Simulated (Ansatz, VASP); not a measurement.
**C in VASP and in Ansatz**

Contents of INCAR:

```
ALGO = Normal
EDIFF = 1E-6
ENCUT = 520
GGA = PE
ISIF = 2
ISMEAR = -1
LASPH = T
LCHARG = T
LELF = T
LREAL = F
LVHAR = T
LWAVE = F
NBANDS = 11
NELM = 100
PREC = Accurate
SIGMA = 0.05
```

Contents of KPOINTS:

```
k-points
0
Gamma
  13 13 13
```

The input POSCAR:

```
C
1.0
    0.0000000000      1.7834000000      1.7834000000
    1.7834000000      0.0000000000      1.7834000000
    1.7834000000      1.7834000000      0.0000000000
C
2
Direct
    0.4924823900      0.3883829500      0.4666611300
    0.7575176100      0.8616170500      0.7833388700
```

File input.yaml:

```yaml
crystal:
  lattice:
    - [0.0, 1.7834, 1.7834]
    - [1.7834, 0.0, 1.7834]
    - [1.7834, 1.7834, 0.0]
  atoms:
    - { symbol: C, position: [0.49248239, 0.38838295, 0.46666113] }
    - { symbol: C, position: [0.75751761, 0.86161705, 0.78333887] }
kpoints:
  mp_grid: { grid: [13, 13, 13] }
scf:
  occupations: { method: fermi_dirac, width: 0.05 }
hamiltonian:
  xc: pbe
  pseudopotentials: { kind: all_electron, lapw: { basis_error: 0.001 } }
output:
  forces: true
  stress: true
  eigenvalues: true
  populations: true
```

Change from the starting cell: all atoms moved at random, sigma 0.25 Å a component.

Alike in both runs: task single point; functional PBE; k mesh 13 × 13 × 13; occupations fermi-dirac, width 0.05 eV; no spin polarisation.

|  | VASP | Ansatz |
| --- | --- | --- |
| version | VASP 6.6.1 | Ansatz 0.2.0 |
| potentials or method | VASP PAW PBE potentials, release 64 (C) | all-electron LAPW, scalar-relativistic |
| plane-wave cutoff (eV) | 520 | see its input |

VASP gave:

```
gap on the k mesh at the Fermi level (eV) : none
rms of the force components (eV/Å)        : 9.117
```

Estimate Ansatz's values.

gap on the k mesh at the Fermi level (eV): none; rms of the force components (eV/Å): 9.048.

Atom by atom the forces differ by 0.071 eV/Å (rms over components). A gap of «none» marks a metal or a gap that the smearing closes. Ansatz ran all-electron here, so the differences hold the error of VASP's frozen core and of both bases.

Caveats: forces of over 1 eV/Å show positions far from the minimum, so gaps and moduli don't describe the material at rest.
